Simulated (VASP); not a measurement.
Here is a VASP 6.6.1 calculation.

File INCAR:

```
ALGO = Normal
EDIFF = 1E-7
EDIFFG = -0.01
ENCUT = 300
GGA = PE
IBRION = 2
ISIF = 2
ISMEAR = 0
LASPH = True
LCHARG = False
LREAL = False
LWAVE = False
NELM = 80
NSW = 40
PREC = Accurate
SIGMA = 0.03
```

KPOINTS

```
k-points
0
Gamma
  4 4 4
```

File POSCAR:

```
GaP                                     
1.0
    0.0000000000      2.8060252112      2.8060252112
    2.8060252112      0.0000000000      2.8060252112
    2.8060252112      2.8060252112      0.0000000000
  Ga              P             
     1     1
Direct
     0.0000000000000000    0.0000000000000000    0.0000000000000000
     0.2500000000000000    0.2500000000000000    0.2500000000000000
```

Potentials or basis: VASP PAW PBE potentials, release 64 (Ga, P).

Command:

```sh
$ cat potpaw_PBE.64/Ga/POTCAR potpaw_PBE.64/P/POTCAR > POTCAR
$ mpirun -np 1 vasp_std > vasp.out
```

Question: What does it give for the band gap on the k mesh?

Answer: 1.16 eV, direct.

Final structure:
```xyz
2
Lattice="0.0000 2.8060 2.8060 2.8060 0.0000 2.8060 2.8060 2.8060 0.0000" Properties=species:S:1:pos:R:3 pbc="T T T"
Ga    0.0000    0.0000    0.0000
P     1.4030    1.4030    1.4030
```

Caveat: the k mesh is coarse (spacing up to 0.48 Å⁻¹), so the values aren't converged; the relaxation stopped at its first step, so nothing moved. A k mesh can miss the band edges.
